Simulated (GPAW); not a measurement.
The system is TePt.

```
Pt Te
1.0
     4.26288    0.00000    0.00000
    -2.13144    3.69176    0.00000
     0.00000    0.00000    5.66177
Pt Te
2 2
Direct
  0.00000 0.00000 0.00000
  0.00000 0.00000 0.50000
  0.33333 0.66667 0.25000
  0.66667 0.33333 0.75000
```

Measurements of this composition are mostly on another form, of space group No. 166.

Base run:

| Quantity | Value |
| --- | --- |
| Program | GPAW 26.7.0 |
| Functional | PBEsol |
| Potentials or basis | PAW data sets generated in the run's folder for this functional |
| Cutoff | 600 eV |
| Basis | pw |
| k mesh | 5 × 5 × 4 |
| Occupations | fermi-dirac, width 0.05 eV |
| Spin | no spin polarisation |
| Hubbard terms | Pt d U = 3 eV |

Its results: pressure -7.0 GPa.

The run is repeated on the same cell with these changes: hubbard terms from Pt d U = 3 eV to Pt d U = 1 eV. What comes out?

Pressure -6.3 GPa.

Caveats: U without spin polarisation on a metal has little footing; the U is typed as a test and isn't derived for this compound.
